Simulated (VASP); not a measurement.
# Ag (Fm-3m) in VASP: settings compared

The runs below take Ag through band structure, elastic constants, density of states, with PBE, r2SCAN, r2SCAN+rVV10+U, PBEsol+D3+U.

Program: VASP 6.6.1. These are calculated values, not measurements. Logs are shortened: lines on timing, memory, paths and dates and some standing lists are left out, and cuts for length are marked.

**1. The structure**

It takes space group Fm-3m (No. 225, cubic). The conventional cell has a = 4.085 Å, b = 4.085 Å, c = 4.085 Å, α = 90.00°, β = 90.00°, γ = 90.00°. Around Ag (site symmetry m-3m) lie 12 Ag at 2.89 Å.

**2. Band structure, PBE**

INCAR

```
  PREC = Accurate
  ENCUT = 520
  EDIFF = 1E-7
  ISMEAR = -1
  SIGMA = 0.05
  LREAL = False
  LASPH = True
  NELM = 80
  ALGO = Fast
  ISIF = 2
  LWAVE = False
  LCHARG = False
  LMAXMIX = 4
  GGA = PE
  NBANDS = 12
```

KPOINTS

```
Automatic mesh
0
Gamma
  11 11 11
```

POSCAR

```
Ag
1.0
    0.0000000000      2.0427500000      2.0427500000
    2.0427500000      0.0000000000      2.0427500000
    2.0427500000      2.0427500000      0.0000000000
Ag
1
Direct
    0.0000000000      0.0000000000      0.0000000000
```

KPOINTS_OPT

```
path GXWKGLUWLK,UX
15
line-mode
reciprocal
 0.0000000000  0.0000000000  0.0000000000  G
 0.5000000000  0.0000000000  0.5000000000  X

 0.5000000000  0.0000000000  0.5000000000  X
 0.5000000000  0.2500000000  0.7500000000  W

 0.5000000000  0.2500000000  0.7500000000  W
 0.3750000000  0.3750000000  0.7500000000  K

 0.3750000000  0.3750000000  0.7500000000  K
 0.0000000000  0.0000000000  0.0000000000  G

 0.0000000000  0.0000000000  0.0000000000  G
 0.5000000000  0.5000000000  0.5000000000  L

 0.5000000000  0.5000000000  0.5000000000  L
 0.6250000000  0.2500000000  0.6250000000  U

 0.6250000000  0.2500000000  0.6250000000  U
 0.5000000000  0.2500000000  0.7500000000  W

 0.5000000000  0.2500000000  0.7500000000  W
 0.5000000000  0.5000000000  0.5000000000  L

 0.5000000000  0.5000000000  0.5000000000  L
 0.3750000000  0.3750000000  0.7500000000  K

 0.6250000000  0.2500000000  0.6250000000  U
 0.5000000000  0.0000000000  0.5000000000  X
```

Potentials or basis: VASP PAW PBE potentials, release 54 (Ag).

The run is started by

```
> cat potpaw_PBE.54/Ag/POTCAR > POTCAR
> mpirun -np 1 vasp_std > vasp.out
```

OUTCAR:

```text
PREC = Accurate
   ENCUT = 520
   EDIFF = 1E-7
   ISMEAR = -1
   LREAL = False
   LASPH = True
   NELM = 80
   ISIF = 2
   GGA = PE

 ion  position               nearest neighbor table
   1  0.000  0.000  0.000-

  LATTYP: Found a face centered cubic cell.
 ALAT       =     4.0855000000

  Lattice vectors:

 A1 = (   0.0000000000,   2.0427500000,   2.0427500000)
 A2 = (   2.0427500000,   0.0000000000,   2.0427500000)
 A3 = (   2.0427500000,   2.0427500000,   0.0000000000)

Analysis of symmetry for initial positions (statically):
=====================================================================
 Subroutine PRICEL returns:
 Original cell was already a primitive cell.

 Routine SETGRP: Setting up the symmetry group for a
 face centered cubic supercell.

 Subroutine GETGRP returns: Found 48 space group operations
 (whereof 48 operations were pure point group operations)
 out of a pool of 48 trial point group operations.

The static configuration has the point symmetry O_h .

Analysis of symmetry for dynamics (positions and initial velocities):
=====================================================================
 Subroutine PRICEL returns:
 Original cell was already a primitive cell.

 Routine SETGRP: Setting up the symmetry group for a
 face centered cubic supercell.

 Subroutine GETGRP returns: Found 48 space group operations
 (whereof 48 operations were pure point group operations)
 out of a pool of 48 trial point group operations.

The dynamic configuration has the point symmetry O_h .

 Subroutine INISYM returns: Found 48 space group operations
 (whereof 48 operations are pure point group operations),
 and found     1 'primitive' translations

----------------------------------------------------------------------------------------

                                     Primitive cell

  volume of cell :      17.0481

  direct lattice vectors                    reciprocal lattice vectors
     0.000000000  2.042750000  2.042750000    -0.244768082  0.244768082  0.244768082
     2.042750000  0.000000000  2.042750000     0.244768082 -0.244768082  0.244768082
     2.042750000  2.042750000  0.000000000     0.244768082  0.244768082 -0.244768082

  length of vectors
     2.888884755  2.888884755  2.888884755     0.423950755  0.423950755  0.423950755

  position of ions in fractional coordinates (direct lattice)
     0.000000000  0.000000000  0.000000000

  ion indices of the primitive-cell ions
   primitive index   ion index
                 1           1

----------------------------------------------------------------------------------------

 KPOINTS: Automatic mesh

Automatic generation of k-mesh.
 Grid dimensions read from file:
 generate k-points for:   11   11   11

 Generating k-lattice:

  Cartesian coordinates                     Fractional coordinates (reciprocal lattice)
    -0.022251644  0.022251644  0.022251644     0.090909091  0.000000000  0.000000000
     0.022251644 -0.022251644  0.022251644     0.000000000  0.090909091  0.000000000
     0.022251644  0.022251644 -0.022251644     0.000000000  0.000000000  0.090909091

  Length of vectors
     0.038540978  0.038540978  0.038540978

  Shift w.r.t. Gamma in fractional coordinates (k-lattice)
     0.000000000  0.000000000  0.000000000

 Subroutine IBZKPT returns following result:
 ===========================================

 Found     56 irreducible k-points:

 Following reciprocal coordinates:
            Coordinates               Weight
  0.000000  0.000000  0.000000      1.000000
  0.090909  0.000000  0.000000      8.000000
  0.181818  0.000000  0.000000      8.000000
  0.272727  0.000000  0.000000      8.000000
  0.363636  0.000000  0.000000      8.000000
  0.454545  0.000000  0.000000      8.000000
[... 16 lines left out ...]
 -0.272727  0.181818  0.000000     24.000000
 -0.181818  0.181818  0.000000     12.000000
 [... further k-points ...]
   k-points           NKPTS =     56   k-points in BZ     NKDIM =     56   number of bands    NBANDS=     12
   number of dos      NEDOS =    301   number of ions     NIONS =      1
   total plane-waves  NPLWV =  13824
   dimension x,y,z NGX =    24 NGY =   24 NGZ =   24
   dimension x,y,z NGXF=    48 NGYF=   48 NGZF=   48
   ions per type =               1
   NGX,Y,Z   is equivalent  to a cutoff of  13.81, 13.81, 13.81 a.u.
   NGXF,Y,Z  is equivalent  to a cutoff of  27.62, 27.62, 27.62 a.u.
 SYSTEM =  unknown system
   PREC   = accura    normal or accurate (medium, high low for compatibility)
   ISTART =      0    job   : 0-new  1-cont  2-samecut
   ICHARG =      2    charge: 1-file 2-atom 10-const
   ISPIN  =      1    spin polarized calculation?
   LNONCOLLINEAR =      F non collinear calculations
   LSORBIT =      F    spin-orbit coupling
   LASPH  =      T    aspherical Exc in radial PAW
   ENCUT  =  520.0 eV  38.22 Ry    6.18 a.u.   5.37  5.37  5.37*2*pi/ulx,y,z
   NELM   =     80;   NELMIN=  2; NELMDL= -5     # of ELM steps
   EDIFF  = 0.1E-06   stopping-criterion for ELM
   LREAL  =      F    real-space projection
   EDIFFG = 0.1E-05   stopping-criterion for IOM
   NSW    =      0    number of steps for IOM
   IBRION =     -1    ionic relax: 0-MD 1-quasi-New 2-CG
   NFREE  =      0    steps in history (QN), initial steepest desc. (CG)
   ISIF   =      2    stress and relaxation
   ISYM   =      2    0-nonsym 1-usesym 2-fastsym
   POTIM  = 0.5000    time-step for ionic-motion
   TEBEG  =    0.0;   TEEND  =   0.0 temperature during run
   PSTRESS=    0.0 pullay stress
   NELECT =      11.0000    total number of electrons
   NUPDOWN=      -1.0000    fix difference up-down
   EMIN   =  10.00;   EMAX   =-10.00  energy-range for DOS
   EFERMI =   0.00;   METHOD = LEGACY
   ISMEAR =    -1;   SIGMA  =   0.05  broadening in eV -4-tet -1-fermi 0-gaus
   EFERMI_NEDOS =   21; number of points for ismear=-14 and -15
   IALGO  =     68    algorithm
   IMIX   =      4    mixing-type and parameters
     AMIX     =   0.40;   BMIX     =  1.00
     AMIX_MAG =   1.60;   BMIX_MAG =  1.00
  volume/ion in A,a.u.               =      17.05       115.05
  Fermi-wavevector in a.u.,A,eV,Ry     =   1.414644  2.673290 27.228221  2.001218
  Thomas-Fermi vector in A             =   2.536165
   LORBIT       =      0    0 simple, 1 ext, 2 COOP (PROOUT), +10 PAW based schemes
   GGA     = PE    functional components
   LHFCALC =     F    Hartree Fock is set to
   AEXX    =    0.0000 exact exchange contribution
   IVDW    =     0    specifies the selected vdW correction
   LEPSILON=     F    determine dielectric tensor
   LRPA    =     F    only Hartree local field effects (RPA)
 non-spin polarized calculation
 RMM-DIIS sequential band-by-band and
  energy-cutoff  :      520.00
  volume of cell :       17.05
 maximum number of plane-waves:       477
 NGX is ok and might be reduce to    24
   NGX = 11   NGY = 11   NGZ = 11

 number of electron      10.9999999 magnetization

 Free energy of the ion-electron system (eV)
  ---------------------------------------------------
  ext. energy  EPLUGINS =         0.00000000
  ---------------------------------------------------
  free energy    TOTEN  =        -2.71060491 eV

  energy without entropy =       -2.70778929  energy(sigma->0) =       -2.70919710

 E-fermi :   8.6795     XC(G=0): -12.2123

 val. band max:        8.6417608104   @ k =  -0.4545   0.0909   0.0000
 cond. band min:       8.7339138610   @ k =   0.4545   0.3636   0.0000
 fundamental gap:      0.0921530506
 Fermi energy:         8.6794860726

 k-point     1 :       0.0000    0.0000    0.0000
  band No.  band energies     occupation
      1       0.6624      2.00000
      2       3.6171      2.00000
      3       3.6171      2.00000
      4       3.6171      2.00000
      5       4.6506      2.00000
      6       4.6506      2.00000
      7      24.4562      0.00000
      8      28.0359      0.00000
      9      28.0359      0.00000
     10      28.0359      0.00000
     11      32.8436      0.00000
     12      33.9820      0.00000

 k-point     2 :       0.0909    0.0000    0.0000
  band No.  band energies     occupation
      1       0.9177      2.00000
      2       3.5622      2.00000
      3       3.6854      2.00000
      4       3.6854      2.00000
      5       4.6265      2.00000
      6       4.6265      2.00000
      7      24.4184      0.00000
      8      26.2470      0.00000
      9      28.1359      0.00000
     10      28.1359      0.00000
     11      32.4576      0.00000
     12      33.6472      0.00000

 k-point     3 :       0.1818    0.0000    0.0000
  band No.  band energies     occupation
      1       1.5816      2.00000
      2       3.5289      2.00000
      3       3.8078      2.00000
      4       3.8078      2.00000
      5       4.6359      2.00000
      6       4.6359      2.00000
      7      22.1800      0.00000
      8      25.3207      0.00000
      9      28.2639      0.00000
     10      28.2639      0.00000
     11      31.2527      0.00000
     12      32.5631      0.00000

 k-point     4 :       0.2727    0.0000    0.0000
  band No.  band energies     occupation
      1       2.1121      2.00000
      2       3.7996      2.00000
      3       3.7996      2.00000
      4       4.1164      2.00000
      5       4.8479      2.00000
      6       4.8479      2.00000
      7      18.6943      0.00000
      8      24.8909      0.00000
      9      27.9327      0.00000
     10      27.9327      0.00000
     11      31.5579      0.00000
     12      31.5587      0.00000

 k-point     5 :       0.3636    0.0000    0.0000
  band No.  band energies     occupation
      1       2.1244      2.00000
      2       3.6896      2.00000
      3       3.6896      2.00000
      4       5.1800      2.00000
      5       5.1800      2.00000
      6       5.7159      2.00000
      7      15.3074      0.00000
      8      24.1964      0.00000
      9      27.0647      0.00000
     10      27.0647      0.00000
     11      31.2755      0.00000
     12      31.2755      0.00000
[... 228 lines left out ...]
      1       2.4843      2.00000
      2       3.3164      2.00000
      3       4.0411      2.00000
      4       4.2877      2.00000
      5       5.4139      2.00000
      6      10.0025      0.00000
      7      12.3328      0.00000
      8      21.0353      0.00000
      9      23.9264      0.00000
     10      24.8012      0.00000
     11      33.4454      0.00000
     12      33.4792      0.00000

 k-point    22 :      -0.3636    0.1818    0.0000
  band No.  band energies     occupation
      1       2.5943      2.00000
      2       3.3682      2.00000
      3       4.0267      2.00000
      4       4.2510      2.00000
      5       5.1087      2.00000
      6       8.8512      0.06252
      7      13.9209      0.00000
      8      20.3869      0.00000
      9      25.0175      0.00000
     10      25.3221      0.00000
     11      32.3449      0.00000
     12      33.2186      0.00000

 k-point    23 :      -0.2727    0.1818    0.0000
  band No.  band energies     occupation
      1       2.7741      2.00000
      2       3.4417      2.00000
      3       3.8764      2.00000
      4       4.1021      2.00000
      5       4.6688      2.00000
      6       7.0621      2.00000
      7      17.0929      0.00000
      8      20.2609      0.00000
      9      25.7786      0.00000
     10      27.3092      0.00000
     11      30.6028      0.00000
     12      33.1731      0.00000

 k-point    24 :      -0.1818    0.1818    0.0000
  band No.  band energies     occupation
      1       2.6938      2.00000
      2       3.2169      2.00000
      3       3.8324      2.00000
      4       4.2304      2.00000
      5       4.2616      2.00000
      6       5.7978      2.00000
      7      20.3639      0.00000
      8      20.7712      0.00000
      9      27.0606      0.00000
     10      28.8649      0.00000
     11      29.5473      0.00000
     12      33.0685      0.00000

 [... further k-points ...]

------------------------ aborting loop because EDIFF is reached ----------------------------------------

  FORCE on cell =-STRESS in cart. coord.  units (eV):
  Direction    XX          YY          ZZ          XY          YZ          ZX
  --------------------------------------------------------------------------------------
  -------------------------------------------------------------------------------------
  Total        0.4532409      0.4532409      0.4532409      0.0000000      0.0000000      0.0000000
  in kB       42.5955281     42.5955281     42.5955281      0.0000000      0.0000000      0.0000000
  external PRESSURE =      42.5955281 kB  Pullay stress =       0.0000000 kB

 VOLUME and BASIS-vectors are now :
 -----------------------------------------------------------------------------
  energy-cutoff  :      520.00
  volume of cell :       17.05
      direct lattice vectors                 reciprocal lattice vectors
     0.000000000  2.042750000  2.042750000    -0.244768082  0.244768082  0.244768082
     2.042750000  0.000000000  2.042750000     0.244768082 -0.244768082  0.244768082
     2.042750000  2.042750000  0.000000000     0.244768082  0.244768082 -0.244768082

 POSITION                                       TOTAL-FORCE (eV/Angst)
 -----------------------------------------------------------------------------------
      0.00000      0.00000      0.00000         0.000000      0.000000      0.000000
 -----------------------------------------------------------------------------------
    total drift:                               -0.000000     -0.000000     -0.000000

  FREE ENERGIE OF THE ION-ELECTRON SYSTEM (eV)
  ---------------------------------------------------
  free  energy   TOTEN  =        -2.7106049105 eV

  energy  without entropy=       -2.7077892867  energy(sigma->0) =       -2.70919710
```

It took 33 s on 1 thread of AMD EPYC 7R13 (Zen 3), shared host; peak memory 0.12 GiB.

What came out:

```yaml
Free_energy: -2.7106 eV
Pressure: 4.3 GPa
Band_gap_along_the_path: none (metal or under the smearing width)
```

Levels at the corners of the path, in eV from the Fermi level:
```csv
point,band 3,band 4,band 5,band 6,band 7,band 8
Γ,-5.06,-5.06,-4.03,-4.03,15.78,19.36
X,-3.27,-3.03,-3.03,1.36,6.49,10.42
X,-3.27,-3.03,-3.03,1.36,6.49,10.42
W,-5.33,-4.02,-3.03,5.71,5.71,6.75
W,-5.33,-4.02,-3.03,5.71,5.71,6.75
K,-4.34,-3.81,-3.31,4.04,5.01,6.89
K,-4.34,-3.81,-3.31,4.04,5.01,6.89
Γ,-5.06,-5.06,-4.03,-4.03,15.78,19.36
Γ,-5.06,-5.06,-4.03,-4.03,15.78,19.36
L,-5.08,-3.23,-3.23,-0.65,3.35,15.01
L,-5.08,-3.23,-3.23,-0.65,3.35,15.01
U,-4.34,-3.81,-3.31,4.04,5.01,6.89
U,-4.34,-3.81,-3.31,4.04,5.01,6.89
W,-5.33,-4.02,-3.03,5.71,5.71,6.75
W,-5.33,-4.02,-3.03,5.71,5.71,6.75
L,-5.08,-3.23,-3.23,-0.65,3.35,15.01
L,-5.08,-3.23,-3.23,-0.65,3.35,15.01
K,-4.34,-3.81,-3.31,4.04,5.01,6.89
U,-4.34,-3.81,-3.31,4.04,5.01,6.89
X,-3.27,-3.03,-3.03,1.36,6.49,10.42
```

**3. Band structure, PBE**

INCAR

```
SYSTEM = Ag
PREC = Accurate
ENCUT = 500
EDIFF = 1E-6
ISMEAR = -1
SIGMA = 0.05
LREAL = .FALSE.
LASPH = .TRUE.
NELM = 80
ALGO = Normal
ISIF = 2
LWAVE = .FALSE.
LCHARG = .FALSE.
LMAXMIX = 4
GGA = PE
NBANDS = 12
```

KPOINTS

```
regular mesh
0
G
  11 11 11
  0 0 0
```

POSCAR is that of step 2.

KPOINTS_OPT is that of step 2.

Potentials or basis: VASP PAW PBE potentials, release 54 (Ag).

The run is started by

```
> cat potpaw_PBE.54/Ag/POTCAR > POTCAR
> mpirun -np 1 vasp_std > vasp.out
```

Wall time 27 s (1 thread of AMD EPYC 7R13 (Zen 3), shared host); peak memory 0.11 GiB.

Results (log left out):

```
Free energy             : -2.7106 eV
Pressure                : 4.3 GPa
Band gap along the path : none (metal or under the smearing width)
```

Levels at the corners of the path, in eV from the Fermi level:
| point | band 3 | band 4 | band 5 | band 6 | band 7 | band 8 |
| --- | --- | --- | --- | --- | --- | --- |
| Γ | -5.06 | -5.06 | -4.03 | -4.03 | 15.78 | 19.36 |
| X | -3.27 | -3.03 | -3.03 | 1.36 | 6.49 | 10.42 |
| X | -3.27 | -3.03 | -3.03 | 1.36 | 6.49 | 10.42 |
| W | -5.33 | -4.02 | -3.03 | 5.71 | 5.71 | 6.75 |
| W | -5.33 | -4.02 | -3.03 | 5.71 | 5.71 | 6.75 |
| K | -4.34 | -3.81 | -3.31 | 4.04 | 5.01 | 6.89 |
| K | -4.34 | -3.81 | -3.31 | 4.04 | 5.01 | 6.89 |
| Γ | -5.06 | -5.06 | -4.03 | -4.03 | 15.78 | 19.36 |
| Γ | -5.06 | -5.06 | -4.03 | -4.03 | 15.78 | 19.36 |
| L | -5.08 | -3.23 | -3.23 | -0.65 | 3.35 | 15.01 |
| L | -5.08 | -3.23 | -3.23 | -0.65 | 3.35 | 15.01 |
| U | -4.34 | -3.81 | -3.31 | 4.04 | 5.01 | 6.89 |
| U | -4.34 | -3.81 | -3.31 | 4.04 | 5.01 | 6.89 |
| W | -5.33 | -4.02 | -3.03 | 5.71 | 5.71 | 6.75 |
| W | -5.33 | -4.02 | -3.03 | 5.71 | 5.71 | 6.75 |
| L | -5.08 | -3.23 | -3.23 | -0.65 | 3.35 | 15.01 |
| L | -5.08 | -3.23 | -3.23 | -0.65 | 3.35 | 15.01 |
| K | -4.34 | -3.81 | -3.31 | 4.04 | 5.01 | 6.89 |
| U | -4.34 | -3.81 | -3.31 | 4.04 | 5.01 | 6.89 |
| X | -3.27 | -3.03 | -3.03 | 1.36 | 6.49 | 10.42 |

**4. Elastic constants, r2SCAN**

POSCAR is that of step 3.

INCAR.step1

```
PREC = Accurate
ENCUT = 600
EDIFF = 1E-8
ISMEAR = 1
SIGMA = 0.1
LREAL = F
LASPH = T
NELM = 80
ALGO = Normal
ISIF = 3
LWAVE = F
LCHARG = F
METAGGA = R2SCAN
LMIXTAU = T
IBRION = 2
NSW = 40
EDIFFG = -0.002
```

INCAR.step2

```
PREC = Accurate
ENCUT = 600
EDIFF = 1E-8
ISMEAR = 1
SIGMA = 0.1
LREAL = F
LASPH = T
NELM = 80
ALGO = Normal
ISIF = 3
LWAVE = F
LCHARG = F
METAGGA = R2SCAN
LMIXTAU = T
IBRION = 6
NFREE = 2
POTIM = 0.015
NSW = 1
```

KPOINTS

```
regular mesh
0
Gamma
  8 8 8
```

Potentials or basis: VASP PAW PBE potentials, release 64 (Ag).

The run is started by

```
> cat potpaw_PBE.64/Ag/POTCAR > POTCAR
> cp INCAR.step1 INCAR
> mpirun -np 1 vasp_std > vasp.out
> cp CONTCAR POSCAR
> cp INCAR.step2 INCAR
> mpirun -np 1 vasp_std > vasp.out
```

Run time: 7.7 min. Hardware: 1 thread of Intel Xeon Platinum 8559C (Emerald Rapids), shared host; peak memory 0.2 GiB.

The run converged. Its results:

- Relaxed volume: 17.41 Å³/atom
- Relaxed cell: a = 2.909 Å, b = 2.909 Å, c = 2.909 Å, α = 60.00°, β = 60.00°, γ = 60.00°
- Space group after relaxing (to 0.05 Å): Fm-3m (No. 225)
- Elastic constants C11, C12, C44: 83, 102, -10 GPa
- Voigt bulk modulus: 95 GPa

The path:
```csv
step,energy change (eV),largest force (eV/Å),pressure (GPa),volume (Å³)
1,0.0000,0.0000,2.19,17.05
2,-0.0017,0.0000,-1.08,17.63
3,-0.0024,0.0000,0.02,17.41
```

Final structure:
```xyz
1
Lattice="0.0000 2.0572 2.0572 2.0572 0.0000 2.0572 2.0572 2.0572 0.0000" Properties=species:S:1:pos:R:3 pbc="T T T"
Ag    0.0000    0.0000    0.0000
```

Elastic tensor in Voigt notation (GPa, in the Cartesian axes of the cell as first typed):
```
 83 102 102   0   0   0
102  83 102   0   0   0
102 102  83   0   0   0
  0   0   0 -10   0   0
  0   0   0   0 -10   0
  0   0   0   0   0 -10
```

Clamped-ion elastic tensor (GPa):
```
 83 102 102   0   0   0
102  83 102   0   0   0
102 102  83   0   0   0
  0   0   0 -10   0   0
  0   0   0   0 -10   0
  0   0   0   0   0 -10
```

Caveat: the elastic tensor has a negative eigenvalue, so either the cell is unstable as it stands or the mesh is too thin; the PAW data sets were made with another functional, which shifts forces and pressure a little.

(Part 1 of 2 ends here.)
